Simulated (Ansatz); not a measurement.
# A sublattice moved along a line in SnO

Computed with DFT PBEsol+D3(BJ), scalar-relativistic, plane waves, PAW (Ansatz 0.2.0). Settings: plane waves to 420 eV, k-mesh 12×12×10 (Γ-centred), Gaussian smearing 0.15 eV. No spin polarisation. Energies are free energies at this smearing, counted from the undisturbed cell; pressure is positive in compression.

The undisturbed cell (relaxed at this level):

```
Sn O
1.0
     3.77039    0.00000    0.00000
     0.00000    3.77039    0.00000
     0.00000    0.00000    4.56337
Sn O
2 2
Direct
  0.00000 0.50000 0.25326
  0.50000 0.00000 0.74674
  0.00000 0.00000 0.00000
  0.50000 0.50000 0.00000
```

Every Sn atom is moved by x along the Cartesian unit vector (0.577, 0.577, 0.577); the cell and all other atoms stay fixed. The cell is metallic on the mesh throughout.

```tsv
x (Å)	ΔE (meV/cell)	force along x on the moved atoms (eV/Å)	pressure (GPa)
-0.3000	493.1	3.60	4.3
-0.1500	114.4	1.56	1.0
0.0000	0.0	0.00	0.0
0.0750	28.0	-0.75	0.2
0.1125	63.6	-1.15	0.6
0.1875	181.3	-2.01	1.6
0.2250	265.7	-2.49	2.4
0.2625	369.0	-3.02	3.3
```

By symmetry 0.3000 repeats -0.3000, -0.2250 repeats 0.2250, 0.1500 repeats -0.1500, -0.0750 repeats 0.0750 in energy, with the opposite slope along the path.

Cost: 8 runs of about 3.2 core-minutes in all, on Intel Xeon 6975P-C (Granite Rapids) (shared hosts).